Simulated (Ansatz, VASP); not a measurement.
PbS: VASP beside Ansatz

Contents of INCAR:

```
SYSTEM = PbS
PREC = Accurate ; ENCUT = 520
EDIFF = 1E-7 ; ISMEAR = 0
SIGMA = 0.02 ; LREAL = .FALSE.
LASPH = .TRUE. ; NELM = 80
ALGO = Normal ; ISIF = 2
LWAVE = .FALSE. ; LCHARG = .TRUE.
GGA = PS ; LELF = .TRUE.
LVHAR = .TRUE. ; NBANDS = 17
```

KPOINTS

```
regular mesh
0
G
  9 9 9
  0 0 0
```

Contents of POSCAR:

```
PbS
1.0
    2.1112884757      1.2189529697      3.3461150187
   -2.1112884757      1.2189529697      3.3461150187
    0.0000000000     -2.4379059396      3.3461150187
Pb S
1 1
Direct
    1.0047069605      1.0047069605      1.0047069605
    0.4508943695      0.4508943695      0.4508943695
```

Input for Ansatz:

```yaml
crystal:
  lattice:
    - [2.1112884757, 1.2189529697, 3.3461150187]
    - [-2.1112884757, 1.2189529697, 3.3461150187]
    - [0.0, -2.4379059396, 3.3461150187]
  atoms:
    - { symbol: Pb, position: [1.0047069605, 1.0047069605, 1.0047069605] }
    - { symbol: S, position: [0.4508943695, 0.4508943695, 0.4508943695] }
basis:
  ecutwfc: 420
kpoints:
  mp_grid: { grid: [9, 9, 9] }
hamiltonian:
  xc: pbesol
scf:
  occupations: { method: gaussian, width: 0.02 }
output:
  forces: true
  stress: true
  eigenvalues: true
```

Alike in both runs: task single point; functional PBEsol; k mesh 9 × 9 × 9; occupations gaussian, width 0.02 eV; no spin polarisation.

```csv
,VASP,Ansatz
version,VASP 6.6.1,Ansatz 0.2.0
potentials or method,"VASP PAW PBE potentials, release 64 (Pb_d, S)","scalar-relativistic, plane waves, PAW"
plane-wave cutoff (eV),520,420
valence electrons in the cell,20,20
```

Ansatz gave:

```
gap on the k mesh at the Fermi level (eV)       : 1.10
least direct gap on the mesh (eV)               : 1.10
pressure (GPa)                                  : 3.9
largest component of the traceless stress (GPa) : 0.19
rms of the force components (eV/Å)              : 0.610
```

**Question.** Which values does VASP return?

**Answer.** gap on the k mesh at the Fermi level (eV): 1.10; least direct gap on the mesh (eV): 1.10; pressure (GPa): 3.9; largest component of the traceless stress (GPa): 0.20; rms of the force components (eV/Å): 0.613.

Atom by atom the forces differ by 0.003 eV/Å (rms over components). With one functional, cell and mesh, what is left measures potentials, basis and numerics.

Caveats: the PAW data sets were made with another functional, which shifts forces and pressure a little (VASP). Spin-orbit coupling is left out, which matters for the levels of Pb.
